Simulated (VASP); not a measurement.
HF: single point with PBE+D3(BJ)

The system is HF.

```
CELL_PARAMETERS angstrom
7.61741 0.00000 0.00000
0.00000 7.61741 0.00000
0.00000 0.00000 7.61741
ATOMIC_POSITIONS crystal
F 0.70109 0.43831 0.75922
F 0.90737 0.89039 0.03664
F 0.51086 0.78160 0.58289
F 0.51217 0.29442 0.97486
F 0.86083 0.71694 0.29221
F 0.34828 0.68531 0.29626
F 0.03472 0.17296 0.10678
F 0.82720 0.43386 0.16481
F 0.56889 0.68160 0.99236
F 0.23100 0.12790 0.81125
H 0.65530 0.37425 0.84925
H 0.89173 0.81564 0.14399
H 0.55791 0.71805 0.67661
H 0.43260 0.22901 0.90732
H 0.84749 0.58357 0.26441
H 0.36066 0.72003 0.41380
H 0.96547 0.05898 0.09134
H 0.91526 0.33921 0.15807
H 0.50098 0.65520 0.09395
H 0.16137 0.14601 0.91574
```

The cell was built by a generator and needn't be a form met in nature.

```yaml
Program: VASP 6.6.1
Task: single point
Functional: PBE
Dispersion: D3(BJ)
Potentials_or_basis: VASP PAW PBE potentials, release 64 (F, H)
Cutoff: 520 eV
k_mesh: 1 × 1 × 1
Occupations: fermi-dirac, width 0.02 eV
Spin: no spin polarisation
Dipole_correction: no
Further_INCAR_settings: LREAL = Auto; ALGO = Normal; EDIFF = 1e-06; NBANDS = 56
```

```json
{
  "Pressure": "-0.2 GPa",
  "Largest force": "3.111 eV/Å",
  "Band gap on the k mesh": "6.53 eV, direct",
  "Dispersion energy per atom": "-0.015 eV"
}
```

Forces on the atoms (eV/Å):
```
F    1.389  1.438 -2.383
F    0.203  0.708  0.112
F   -0.303  0.399 -0.425
F    0.306  0.063  0.731
F   -0.071 -1.230  0.155
F   -0.325 -0.280 -0.857
F   -0.351 -0.018 -0.051
F    0.360 -0.761  0.084
F   -0.241  0.004  0.311
F    0.056  0.282  0.716
H   -1.132 -1.056  1.837
H   -0.227 -0.287  0.074
H    0.256 -0.521  0.625
H   -0.787 -0.569 -0.577
H    0.224  1.491 -0.124
H    0.517  0.163  0.649
H    0.221 -0.199 -0.232
H   -0.260  0.215 -0.091
H    0.038  0.234 -0.135
H    0.125 -0.076 -0.419
```

Stress tensor (GPa, compression positive):
```
-0.24  0.51 -0.16
 0.51 -0.52 -0.63
-0.16 -0.63  0.29
```

Levels at points of the mesh, in eV from the valence-band top:
```
           k point  band 38  band 39  band 40  band 41  band 42  band 43
(0.00, 0.00, 0.00)    -0.50    -0.16     0.00     6.53     8.61     9.01
```

Run time: 35 s on 1 thread of Intel(R) Xeon(R) 6975P-C (Granite Rapids) (shared host), peak memory 0.43 GiB.

PBE gaps usually lie below the measured ones, often by a third to a half.
